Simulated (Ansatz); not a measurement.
Ge:

```
CELL_PARAMETERS angstrom
0.00000 2.88574 5.11566
2.63050 0.00000 5.11566
2.63050 2.88574 0.00000
ATOMIC_POSITIONS crystal
Ge 0.72649 0.27351 0.72649
Ge 0.27351 0.72649 0.27351
Ge 0.21813 0.21813 0.78187
Ge 0.78187 0.78187 0.21813
```

This isn't the form of Ge at room conditions, which is diamond.

Program: Ansatz 0.2.0. Alike in all runs: task band structure; potentials or basis Ansatz PAW; no spin polarisation; cell as given; cutoff (eV) 420; smearing fermi-dirac 0.05 eV.

Question: Order these runs on this cell by their pressure, lowest first.
A. level PBEsol; k mesh 7 × 7 × 7
B. level BLYP; k mesh 5 × 5 × 5
C. level LDA; k mesh 7 × 7 × 7

Answer: C (-5.1 GPa), A (-3.5 GPa), B (6.0 GPa).

Caveats: the PAW data sets come from PBE, with cores solved anew for the run's functional, which leaves a small shift of forces and pressure; the potentials were made for another functional, which shifts forces and pressure (some runs).

Not every run made on this cell is shown here.
